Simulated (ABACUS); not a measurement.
# BeTe: equation of state with PBE

The system is BeTe.

```
Te Be
1.0
     0.00000    2.77000    2.77000
     2.77000    0.00000    2.77000
     2.77000    2.77000    0.00000
Te Be
1 1
Cartesian
  4.1550 4.1550 4.1550
  0.0000 0.0000 0.0000
```

```yaml
Program: ABACUS 3.10.1
Task: equation of state
Functional: PBE
Potentials_or_basis: PseudoDojo NC SR 0.4.1 PBE standard
Cutoff: 1211 eV
Density_cutoff: 4844 eV
Basis: plane waves
k_mesh: 8 × 8 × 8
Occupations: fermi-dirac, width 0.05 eV
Spin: no spin polarisation
```

The equilibrium volume is 22.77 Å³/atom (rough: see the caveat). The bulk modulus is 57 GPa (rough).

Energy against volume, from the lowest point:
| volume (Å³/atom) | energy (meV/atom) |
| --- | --- |
| 19.979 | 74.57 |
| 20.404 | 51.59 |
| 20.829 | 33.37 |
| 21.254 | 19.48 |
| 21.679 | 9.52 |
| 22.104 | 3.13 |
| 22.529 | 0.00 |

All runs of the series together: 23 s on 4 threads of AMD EPYC 9R45 96-Core Processor (Zen 5) (shared host).

Caveat: the minimum lies outside the volumes run. The run has no spin-orbit coupling, so splittings on Te are missing.
